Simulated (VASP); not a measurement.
Al: relaxation of cell and atoms with PBE+D3(BJ)

Crystal: Al.

```
CELL_PARAMETERS angstrom
0.00000 2.01000 2.01000
2.01000 0.00000 2.01000
2.01000 2.01000 0.00000
ATOMIC_POSITIONS crystal
Al 0.00000 0.00000 0.00000
```

The cell was built by a generator and needn't be a form met in nature.

```json
{
  "Program": "VASP 6.6.1",
  "Task": "relaxation of cell and atoms",
  "Functional": "PBE",
  "Dispersion": "D3(BJ)",
  "Potentials or basis": "VASP PAW PBE potentials, release 64 (Al)",
  "Cutoff": "600 eV",
  "k mesh": "18 × 18 × 18",
  "Occupations": "methfessel-paxton, width 0.1 eV",
  "Spin": "no spin polarisation",
  "Further INCAR settings": "ALGO = Fast; EDIFF = 1e-06; IBRION = 2; EDIFFG = -0.005; NSW = 40; ISIF = 3"
}
```

The relaxed volume is 15.78 Å³/atom, the relaxed cell is a = 2.815 Å, b = 2.815 Å, c = 2.815 Å, α = 60.00°, β = 60.00°, γ = 60.00° and the space group after relaxing (to 0.05 Å) is Fm-3m (No. 225). The energy gained by relaxing is 3.4 meV/atom. The ionic steps are 3 and the pressure after relaxing is 0.0 GPa. The band gap on the k mesh is none (metal or under the smearing width) and the dispersion energy per atom is -0.352 eV.

The path:
| step | energy change (eV) | largest force (eV/Å) | pressure (GPa) | volume (Å³) |
| --- | --- | --- | --- | --- |
| 1 | 0.0000 | 0.0000 | -2.28 | 16.24 |
| 2 | -0.0033 | 0.0000 | 0.40 | 15.70 |
| 3 | -0.0034 | 0.0000 | 0.00 | 15.78 |

Final structure:
```cif
data_structure
_symmetry_space_group_name_H-M 'P 1'
_symmetry_Int_Tables_number 1
_cell_length_a 2.8152
_cell_length_b 2.8152
_cell_length_c 2.8152
_cell_angle_alpha 60.000
_cell_angle_beta 60.000
_cell_angle_gamma 60.000
_cell_volume 15.78
loop_
_atom_site_label
_atom_site_type_symbol
_atom_site_fract_x
_atom_site_fract_y
_atom_site_fract_z
_atom_site_occupancy
Al1 Al 0.00000 0.00000 0.00000 1
```

Levels at points of the mesh, in eV from the Fermi level:
| k point | band 1 | band 2 | band 3 | band 4 | band 5 |
| --- | --- | --- | --- | --- | --- |
| (0.00, 0.00, 0.00) | -11.44 | 12.88 | 12.88 | 12.88 | 14.71 |
| (0.50, 0.00, 0.00) | -4.77 | -4.44 | 11.68 | 11.68 | 11.90 |
| (0.50, 0.50, 0.00) | -3.03 | -1.61 | 5.27 | 5.81 | 5.81 |

It took 8 s on 1 thread of Intel(R) Xeon(R) 6975P-C (Granite Rapids), on a shared host, peak memory 0.16 GiB.

Caveat: pairwise dispersion overbinds metals, which lowers pressure and volume.
